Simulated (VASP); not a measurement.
## VASP inputs for CdSe (distorted zincblende)

INCAR

```
EDIFF = 1E-7
LELF = .TRUE.
IBRION = -1
LWAVE = .FALSE.
ISIF = 2
GGA = PE
LCHARG = .TRUE.
SIGMA = 0.02
NBANDS = 16
NELM = 120
LREAL = .FALSE.
ENCUT = 520
PREC = Accurate
ISMEAR = -1
LASPH = .TRUE.
NSW = 0
```

KPOINTS

```
KPOINTS created by Atomic Simulation Environment
0
Gamma
6 6 6
0 0 0
```

POSCAR

```
Cd Se
 1.0000000000000000
    -0.0173000000000000    3.2658000000000000    3.0768000000000000
     3.1130000000000000    0.0025000000000000    3.0569999999999999
     3.0116999999999998    3.1448000000000000    0.1037000000000000
 Cd  Se
   1   1
Cartesian
  6.0309585399999994  3.2065195600000003  3.2723325900000000
  1.6529750200000000  1.5438037300000000  1.6512853999999999
```

VASP ran with the recommended PBE PAW datasets (18 valence electrons in the cell).

Task: Predict the results.

Result: gap between bands v and c on the k mesh 0.61 eV; least direct gap on the k mesh 0.61 eV; pressure 2.0 GPa; largest force 1.07 eV/Å.
